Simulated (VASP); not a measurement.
# KTaO3 (Pm-3m) in VASP: a series of runs

The runs below take KTaO3 through single point, with r2SCAN.

Program: VASP 6.6.1. These are calculated values, not measurements. Logs are shortened: lines on timing, memory, paths and dates and some standing lists are left out, and cuts for length are marked.

## (1) Starting point

The structure is cubic, space group Pm-3m (No. 221). The conventional cell has a = 3.988 Å, b = 3.988 Å, c = 3.988 Å, α = 90.00°, β = 90.00°, γ = 90.00°. Ta (site symmetry m-3m) is surrounded by 6 O at 1.99 Å. K (site symmetry m-3m) is surrounded by 12 O at 2.82 Å. O (site symmetry 4/mmm) has 2 Ta at 1.99 Å as nearest neighbours.

## (2) Single point, r2SCAN

File INCAR:

```
SYSTEM = KTaO3
PREC = Accurate
ENCUT = 520
EDIFF = 1E-7
ISMEAR = 0
SIGMA = 0.05
LREAL = .False.
LASPH = .True.
NELM = 100
ALGO = Normal
ISIF = 2
LWAVE = .False.
LCHARG = .False.
METAGGA = R2SCAN
LMIXTAU = .True.
ADDGRID = .False.
```

File KPOINTS:

```
regular mesh
0
Gamma
  6 6 6
  0 0 0
```

File POSCAR:

```
KTaO3
1.0
    3.9883000000      0.0000000000      0.0000000000
    0.0000000000      3.9883000000      0.0000000000
    0.0000000000      0.0000000000      3.9883000000
Ta K O
1 1 3
Direct
    0.0000000000      0.0000000000      0.0000000000
    0.5000000000      0.5000000000      0.5000000000
    0.0000000000      0.0000000000      0.5000000000
    0.0000000000      0.5000000000      0.0000000000
    0.5000000000      0.0000000000      0.0000000000
```

Potentials or basis: VASP PAW PBE potentials, release 64 (Ta, K_pv, O).

Started as:

```
> cat potpaw_PBE.64/Ta/POTCAR potpaw_PBE.64/K_pv/POTCAR potpaw_PBE.64/O/POTCAR > POTCAR
> mpirun -np 1 vasp_std > vasp.out
```

OUTCAR:

```text
SYSTEM = KTaO3
   PREC = Accurate
   ENCUT = 520
   EDIFF = 1E-7
   ISMEAR = 0
   LREAL = .False.
   LASPH = .True.
   NELM = 100
   ISIF = 2
   METAGGA = R2SCAN

 Found     20 irreducible k-points:

 Following reciprocal coordinates:
            Coordinates               Weight
  0.000000  0.000000  0.000000      1.000000
  0.166667  0.000000  0.000000      6.000000
  0.333333  0.000000  0.000000      6.000000
  0.500000  0.000000  0.000000      3.000000
  0.166667  0.166667  0.000000     12.000000
  0.333333  0.166667  0.000000     24.000000
   k-points           NKPTS =     20   k-points in BZ     NKDIM =     20   number of bands    NBANDS=     19
   number of dos      NEDOS =    301   number of ions     NIONS =      5
   total plane-waves  NPLWV =  27000
   dimension x,y,z NGX =    30 NGY =   30 NGZ =   30
   dimension x,y,z NGXF=    60 NGYF=   60 NGZF=   60
   ions per type =               1   1   3
   NGX,Y,Z   is equivalent  to a cutoff of  12.51, 12.51, 12.51 a.u.
   NGXF,Y,Z  is equivalent  to a cutoff of  25.01, 25.01, 25.01 a.u.
 SYSTEM =  KTaO3
   PREC   = accura    normal or accurate (medium, high low for compatibility)
   ISTART =      0    job   : 0-new  1-cont  2-samecut
   ICHARG =      2    charge: 1-file 2-atom 10-const
   ISPIN  =      1    spin polarized calculation?
   LNONCOLLINEAR =      F non collinear calculations
   LSORBIT =      F    spin-orbit coupling
   LASPH  =      T    aspherical Exc in radial PAW
   ENCUT  =  520.0 eV  38.22 Ry    6.18 a.u.   7.42  7.42  7.42*2*pi/ulx,y,z
   NELM   =    100;   NELMIN=  2; NELMDL= -5     # of ELM steps
   EDIFF  = 0.1E-06   stopping-criterion for ELM
   LREAL  =      F    real-space projection
   EDIFFG = 0.1E-05   stopping-criterion for IOM
   NSW    =      0    number of steps for IOM
   IBRION =     -1    ionic relax: 0-MD 1-quasi-New 2-CG
   NFREE  =      0    steps in history (QN), initial steepest desc. (CG)
   ISIF   =      2    stress and relaxation
   ISYM   =      2    0-nonsym 1-usesym 2-fastsym
   POTIM  = 0.5000    time-step for ionic-motion
   TEBEG  =    0.0;   TEEND  =   0.0 temperature during run
   PSTRESS=    0.0 pullay stress
   NELECT =      30.0000    total number of electrons
   NUPDOWN=      -1.0000    fix difference up-down
   EMIN   =  10.00;   EMAX   =-10.00  energy-range for DOS
   EFERMI =   0.00;   METHOD = LEGACY
   ISMEAR =     0;   SIGMA  =   0.05  broadening in eV -4-tet -1-fermi 0-gaus
   EFERMI_NEDOS =   21; number of points for ismear=-14 and -15
   IALGO  =     38    algorithm
   IMIX   =      4    mixing-type and parameters
     AMIX     =   0.40;   BMIX     =  1.00
     AMIX_MAG =   1.60;   BMIX_MAG =  1.00
  volume/ion in A,a.u.               =      12.69        85.62
  Fermi-wavevector in a.u.,A,eV,Ry     =   1.275442  2.410236 22.133314  1.626753
  Thomas-Fermi vector in A             =   2.408154
   LORBIT       =      0    0 simple, 1 ext, 2 COOP (PROOUT), +10 PAW based schemes
   METAGGA = R2SCAN    functional components
   LHFCALC =     F    Hartree Fock is set to
   AEXX    =    0.0000 exact exchange contribution
   IVDW    =     0    specifies the selected vdW correction
   LEPSILON=     F    determine dielectric tensor
   LRPA    =     F    only Hartree local field effects (RPA)
 non-spin polarized calculation
 Gauss-broadening in eV      SIGMA  =   0.05
  energy-cutoff  :      520.00
  volume of cell :       63.44
 maximum number of plane-waves:      1743
 NGX is ok and might be reduce to    30
   NGX = 15   NGY = 15   NGZ = 15

 number of electron      29.9999984 magnetization

 Free energy of the ion-electron system (eV)
  ---------------------------------------------------
  ext. energy  EPLUGINS =         0.00000000
  ---------------------------------------------------
  free energy    TOTEN  =       -86.98736610 eV

  energy without entropy =      -86.98736610  energy(sigma->0) =      -86.98736610

 E-fermi :   0.4994     XC(G=0): -11.4575

 val. band max:        0.2493035954   @ k =   0.5000   0.5000   0.5000
 cond. band min:       2.7615038440   @ k =   0.0000   0.0000   0.0000
 fundamental gap:      2.5122002486
 Fermi energy:         0.4993549214

 k-point     1 :       0.0000    0.0000    0.0000
  band No.  band energies     occupation
      1     -18.3335      2.00000
      2     -17.6300      2.00000
      3     -17.6300      2.00000
      4     -10.8498      2.00000
      5     -10.8498      2.00000
      6     -10.8498      2.00000
[... 11 lines left out ...]
     18       2.7615      0.00000
     19       7.1323      0.00000

 k-point     2 :       0.1667    0.0000    0.0000
  band No.  band energies     occupation
      1     -18.2619      2.00000
      2     -17.6248      2.00000
      3     -17.5002      2.00000
      4     -10.8394      2.00000
      5     -10.8394      2.00000
      6     -10.8164      2.00000
[... 11 lines left out ...]
     18       3.5404      0.00000
     19       7.1404      0.00000

 k-point     3 :       0.3333    0.0000    0.0000
  band No.  band energies     occupation
      1     -18.2019      2.00000
      2     -17.6151      2.00000
      3     -17.1091      2.00000
      4     -10.8186      2.00000
      5     -10.8186      2.00000
      6     -10.7485      2.00000
[... 11 lines left out ...]
     18       4.9082      0.00000
     19       7.1533      0.00000

 k-point     4 :       0.5000    0.0000    0.0000
  band No.  band energies     occupation
      1     -18.1963      2.00000
      2     -17.6096      2.00000
      3     -16.8582      2.00000
      4     -10.8081      2.00000
      5     -10.8081      2.00000
      6     -10.7139      2.00000
[... 11 lines left out ...]
     18       5.5880      0.00000
     19       7.1592      0.00000

 k-point     5 :       0.1667    0.1667    0.0000
  band No.  band energies     occupation
      1     -18.1683      2.00000
      2     -17.5422      2.00000
      3     -17.4645      2.00000
      4     -10.8551      2.00000
      5     -10.8276      2.00000
      6     -10.7804      2.00000
[... 11 lines left out ...]
     18       4.0579      0.00000
     19       7.5747      0.00000

 k-point     6 :       0.3333    0.1667    0.0000
  band No.  band energies     occupation
      1     -18.0793      2.00000
      2     -17.5082      2.00000
      3     -17.1163      2.00000
      4     -10.8410      2.00000
      5     -10.8037      2.00000
      6     -10.7528      2.00000
[... 11 lines left out ...]
     18       5.1908      0.00000
     19       7.7360      0.00000

 [... further k-points ...]

------------------------ aborting loop because EDIFF is reached ----------------------------------------

  FORCE on cell =-STRESS in cart. coord.  units (eV):
  Direction    XX          YY          ZZ          XY          YZ          ZX
  --------------------------------------------------------------------------------------
  -------------------------------------------------------------------------------------
  Total        0.5889672      0.5889672      0.5889672      0.0000000      0.0000000      0.0000000
  in kB       14.8743572     14.8743572     14.8743572      0.0000000      0.0000000      0.0000000
  external PRESSURE =      14.8743572 kB  Pullay stress =       0.0000000 kB

 VOLUME and BASIS-vectors are now :
 -----------------------------------------------------------------------------
  energy-cutoff  :      520.00
  volume of cell :       63.44
      direct lattice vectors                 reciprocal lattice vectors
     3.988300000  0.000000000  0.000000000     0.250733395  0.000000000  0.000000000
     0.000000000  3.988300000  0.000000000     0.000000000  0.250733395  0.000000000
     0.000000000  0.000000000  3.988300000     0.000000000  0.000000000  0.250733395

 POSITION                                       TOTAL-FORCE (eV/Angst)
 -----------------------------------------------------------------------------------
      0.00000      0.00000      0.00000         0.000000      0.000000      0.000000
      1.99415      1.99415      1.99415         0.000000      0.000000      0.000000
      0.00000      0.00000      1.99415         0.000000      0.000000      0.000000
      0.00000      1.99415      0.00000         0.000000      0.000000      0.000000
      1.99415      0.00000      0.00000         0.000000      0.000000      0.000000
 -----------------------------------------------------------------------------------
    total drift:                                0.000000     -0.000000      0.000000

  FREE ENERGIE OF THE ION-ELECTRON SYSTEM (eV)
  ---------------------------------------------------
  free  energy   TOTEN  =       -86.9873661012 eV

  energy  without entropy=      -86.9873661012  energy(sigma->0) =      -86.98736610
```

Wall time 87 s (1 thread of AMD EPYC 9R14 (Zen 4), shared host); peak memory 0.16 GiB.

The run converged, but some of its settings lie outside the range that counts as converged, so its numbers aren't taken as properties of the crystal.

What came out:

```yaml
Free_energy: -86.9874 eV
Pressure: 1.5 GPa
Band_gap_on_the_k_mesh: 2.51 eV, indirect (least direct gap 3.18 eV)
```

Caveat: the PAW data sets were made with another functional, which shifts forces and pressure a little; spin-orbit coupling is left out, which moves the levels of the heavy elements.

## (3) Single point, r2SCAN

INCAR is that of step 2.

KPOINTS is that of step 2.

File POSCAR:

```
KTaO3
1.0
    3.9883000000      0.0000000000      0.0000000000
    0.0000000000      3.9883000000      0.0000000000
    0.0000000000      0.0000000000      3.9883000000
Ta K O
1 1 3
Direct
   -0.0256350000     -0.0111850000     -0.0044090000
    0.4937980000      0.5081920000      0.5126190000
    0.0258780000      0.0231310000      0.5032640000
   -0.0075320000      0.4905350000      0.0030440000
    0.4947730000      0.0084320000     -0.0010180000
```

Potentials or basis: VASP PAW PBE potentials, release 64 (Ta, K_pv, O).

Started as:

```
> cat potpaw_PBE.64/Ta/POTCAR potpaw_PBE.64/K_pv/POTCAR potpaw_PBE.64/O/POTCAR > POTCAR
> mpirun -np 1 vasp_std > vasp.out
```

Run time: 7.3 min. Hardware: 1 thread of AMD EPYC 9R14 (Zen 4), shared host; peak memory 0.26 GiB.

These settings aren't checked as converged: the numbers below hold their error.

Results:

| Quantity | Value |
| --- | --- |
| Free energy | -86.8521 eV |
| Pressure | 1.3 GPa |
| Largest force | 1.133 eV/Å |
| Band gap on the k mesh | 2.55 eV, indirect (least direct gap 3.29 eV) |

Caveat: the PAW data sets were made with another functional, which shifts forces and pressure a little; spin-orbit coupling is left out, which moves the levels of the heavy elements.

## (4) Single point, r2SCAN

INCAR is that of step 3.

File KPOINTS:

```
regular mesh
0
Gamma
  7 7 7
  0 0 0
```

File POSCAR:

```
KTaO3
1.0
    3.9883000000      0.0000000000      0.0000000000
    0.0000000000      3.9883000000      0.0000000000
    0.0000000000      0.0000000000      3.9883000000
Ta K O
1 1 3
Direct
    0.0000000000      0.0000000000      0.0000000000
    0.5000000000      0.5000000000      0.5000000000
    0.0000000000      0.0000000000      0.5000000000
    0.0000000000      0.5000000000      0.0000000000
    0.5000000000      0.0000000000      0.0000000000
```

Started as:

```
> cat potpaw_PBE.64/Ta/POTCAR potpaw_PBE.64/K_pv/POTCAR potpaw_PBE.64/O/POTCAR > POTCAR
> mpirun -np 1 vasp_std > vasp.out
```

It took 1.7 min on 1 thread of AMD EPYC 9R14 (Zen 4), shared host; peak memory 0.16 GiB.

The run converged, but some of its settings lie outside the range that counts as converged, so its numbers aren't taken as properties of the crystal.

What came out:

```
Free energy            : -86.9881 eV
Pressure               : 1.5 GPa
Band gap on the k mesh : 2.57 eV, indirect (least direct gap 3.18 eV)
```

Caveat: the PAW data sets were made with another functional, which shifts forces and pressure a little; spin-orbit coupling is left out, which moves the levels of the heavy elements; an odd mesh through Γ misses points on the zone boundary, where band edges often lie.

## (5) The reference run

An earlier run on the cell as given: functional PBEsol; potentials or basis VASP PAW PBE potentials, release 64 (Ta_pv, K_sv, O); cutoff 520 eV; k mesh 7 × 7 × 7; occupations fermi-dirac, width 0.05 eV; no spin polarisation.

* Pressure: 0.3 GPa
* Band gap on the k mesh: 2.14 eV, indirect (least direct gap 2.71 eV)
